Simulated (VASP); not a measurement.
**VASP inputs for La₂O₃ (strained database structure)**

INCAR

```
GGA = PE
NSW = 0
LCHARG = .FALSE.
LWAVE = .FALSE.
LREAL = .FALSE.
IBRION = -1
NELM = 120
NBANDS = 28
EDIFF = 1E-7
ISIF = 2
ENCUT = 520
LASPH = .TRUE.
SIGMA = 0.02
ISMEAR = -1
PREC = Accurate
```

KPOINTS

```
KPOINTS created by Atomic Simulation Environment
0
Gamma
12 12 4
0 0 0
```

KPOINTS_OPT

```
special points
7
Reciprocal
0.0000000000 0.0000000000 0.0000000000 1
0.5000000000 0.0000000000 0.0000000000 1
0.3333333333 0.3333333333 0.0000000000 1
0.0000000000 0.0000000000 0.5000000000 1
0.5000000000 0.0000000000 0.5000000000 1
0.3333333333 0.3333333333 0.5000000000 1
0.0000000000 0.5000000000 0.0000000000 1
```

POSCAR

```
La O
 1.0000000000000000
     3.7776974827899958    0.0000000000000000    0.0000000000000000
    -1.8888487413949979    3.2715819879086636    0.0000000000000000
     0.0000000000000000    0.0000000000000000    6.4355832606999996
 La  O
   2   3
Cartesian
  1.8888487413949984  1.0905273293028881  4.8513462151066022
  0.0000000000000001  2.1810546586057762  1.5842370455933978
  1.8888487413949984  1.0905273293028881  2.3163621922586821
  0.0000000000000001  2.1810546586057762  4.1192210684413180
 -0.0000000000000000  0.0000000000000000  0.0000000000000000
```

VASP ran with the recommended PBE PAW datasets (40 valence electrons in the cell).

Task: What does this run give?

Result: gap between bands v and c 3.69 eV; least direct gap 3.96 eV; pressure 8.0 GPa; largest force 0.02 eV/Å.

Band v is the last that the valence electrons fill when counted band by band, and c is the next. Levels in eV from the top of v:

```
point    v−1      v     c   c+1
    Γ  -0.60  -0.30  4.25  4.84
    M  -0.51  -0.48  3.69  4.80
    K  -1.07   0.00  3.96  4.74
    A  -0.57  -0.57  4.57  4.74
    L  -0.34  -0.31  4.14  4.70
    H  -0.63  -0.31  4.30  4.78
```
